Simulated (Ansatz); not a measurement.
A 4-atom cell of AlN started from a crystallographic database, relaxed with r2SCAN in the plane-wave code Ansatz. It is hexagonal, P6_3mc (No. 186); a = 3.107 Å, c = 4.979 Å in the conventional setting, 10.40 Å³ an atom. Around Al lie 4 N at 1.89–1.90 Å; around N lie 4 Al at 1.89–1.90 Å.

The axes x, y and z are those of this cell:
```yaml
crystal:
  lattice:
    - [3.10669, 0.00000, 0.00000]
    - [-1.55335, 2.69048, 0.00000]
    - [0.00000, 0.00000, 4.97859]
  atoms:
    - { symbol: Al, position: [0.33333, 0.66667, 0.99920] }
    - { symbol: Al, position: [0.66667, 0.33333, 0.49920] }
    - { symbol: N, position: [0.33333, 0.66667, 0.38080] }
    - { symbol: N, position: [0.66667, 0.33333, 0.88080] }
```

Unstrained: PBE gives a direct gap of 4.232 eV at Γ. With r2SCAN the gap is 4.880 eV and direct, at Γ. With HSE06 the gap is 5.599 eV and direct, at Γ. Meshes: PBE 12×12×6, r2SCAN 12×12×6, HSE06 6×6×4. Strains are changes of length per length. After each strain the atoms were relaxed again with r2SCAN within the symmetry that the strain leaves, so tilts or polar shifts that break it weren't tested; points keep the names that they have in the unstrained zone. Calculated for a static, non-magnetic cell.

Q: Estimate what isotropic -3.98 % on every length does to the gap.

A: PBE: the gap goes from 4.232 to 5.101 eV (+0.869 eV); it turns from direct (Γ) to indirect (Γ → K); with r2SCAN the top three valence levels at Γ, grouped 1+2 from the top over 223 meV, become 1+2 over 271 meV. r2SCAN: the gap goes from 4.880 to 5.772 eV (+0.892 eV); it turns from direct (Γ) to indirect (Γ → K). HSE06: the gap goes from 5.599 to 6.434 eV (+0.835 eV); it turns from direct (Γ) to indirect (Γ → K). The r2SCAN energy rises by 109.5 meV an atom.

Q: For epitaxial +5.34 % in the xy plane, how far does the free direction move, and what happens to the gap?

A: The normal strain at zero normal stress is -3.58 %, 0.67 of the in-plane strain with the sign turned. PBE: the gap goes from 4.232 to 3.201 eV (-1.031 eV); with r2SCAN the top three valence levels at Γ, grouped 1+2 from the top over 223 meV, become 1+2 over 783 meV. r2SCAN: the gap goes from 4.880 to 3.791 eV (-1.089 eV). HSE06: the gap goes from 5.599 to 4.498 eV (-1.101 eV).

Q: Apply uniaxial -5.28 % along y, other directions held. How far does the gap move, against the unstrained cell?

A: PBE: the gap goes from 4.232 to 4.594 eV (+0.362 eV). r2SCAN: the gap goes from 4.880 to 5.271 eV (+0.391 eV). HSE06: the gap goes from 5.599 to 6.025 eV (+0.426 eV). The r2SCAN energy rises by 38.7 meV an atom.

Q: Estimate what biaxial -1.26 % in x and y, z held does to the gap.

A: PBE: the gap goes from 4.232 to 4.520 eV (+0.288 eV); with r2SCAN the top three valence levels at Γ, grouped 1+2 from the top over 223 meV, become 1+2 over 113 meV. r2SCAN: the gap goes from 4.880 to 5.182 eV (+0.302 eV). HSE06: the gap goes from 5.599 to 5.908 eV (+0.309 eV). The r2SCAN energy rises by 5.8 meV an atom.

The meshes of the hybrids are coarse, so their gaps aren't converged to the digits shown.

The splittings at Γ are without spin-orbit coupling, which regroups them where it is of like size or larger.
